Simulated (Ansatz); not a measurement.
Relativistic treatment of In

```yaml
crystal:
  lattice:
    - [-1.69471, 1.69471, 2.29737]
    - [1.69471, -1.69471, 2.29737]
    - [1.69471, 1.69471, -2.29737]
  atoms:
    - { symbol: In, position: [0.00000, 0.00000, 0.00000] }
```

The cell is the one relaxed in the Materials Project (mp-85), not relaxed further here; entries there can be hypothetical.

One fixed cell is solved with PBE by full-potential LAPW in Ansatz 0.2.0 under different relativistic treatments. Pressure is positive in compression.

The runs use a Γ-centred 17×17×17 k mesh, Fermi–Dirac smearing of 0.03 eV, basis error target 0.5 meV/atom, no spin polarisation.

```
                 setting  P (GPa)  lowest level at Γ above −25 eV, from the valence-band top or, without a gap, the Fermi level (eV)
     scalar-relativistic     1.59                                                                                             -14.67
        non-relativistic        ?                                                                                             -15.85
with spin–orbit coupling        ?                                                                                             -15.09
```

(1) Give the missing entry: row "with spin–orbit coupling", column "P (GPa)".

(2) Give the missing entry: row "non-relativistic", column "P (GPa)".

Results:

(1) 1.53.

(2) 1.89.
